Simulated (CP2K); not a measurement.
Runs of CP2K 2026.2 on SiC (Moissanite 6H). The structure is hexagonal, space group P6_3mc (No. 186). Conventional cell: a = 3.095 Å, b = 3.095 Å, c = 15.170 Å, α = 90.00°, β = 90.00°, γ = 120.00°. Around Si (site symmetry 3m) lie 4 C at 1.90 Å. Si (site symmetry 3m) has 4 C at 1.90 Å as nearest neighbours. Si (site symmetry 3m) has 4 C at 1.90 Å as nearest neighbours. C (site symmetry 3m) is surrounded by 4 Si at 1.90 Å. Around C (site symmetry 3m) lie 4 Si at 1.90 Å. C (site symmetry 3m) is surrounded by 4 Si at 1.90 Å. 

```tsv
level	cutoff of the non-local correlation (Ry)	gap on the mesh (eV)	pressure (GPa)	largest force (eV/Å)
optB88-vdW	300	2.42	-0.2	0.15
LDA	-	2.12	-1.4	0.15
PBEsol	-	2.13	(c)	0.14
HLE16	-	2.92	(a)	0.14
BLYP	-	2.55	(b)	0.15
```

Alike in all rows: task band structure; potentials or basis POTENTIAL_UZH Si GTH-PBE-q4, C GTH-PBE-q4; DZVP-MOLOPT-PBE-GTH basis; no spin polarisation; cell as given; k mesh 8 × 8 × 2; smearing fermi-dirac 0.05 eV.

Task: Fill in the values left out.

Result: (a) -39.5; (b) 3.0; (c) -1.5.

Caveats: the potentials were made for another functional, which shifts forces and pressure; the basis of atomic orbitals isn't converged, which shifts pressures, moduli and gaps; the potentials were made for a functional far from this one (some runs); the cell as given lies far from equilibrium (some runs).

Runs at the PBE level aren't shown here.
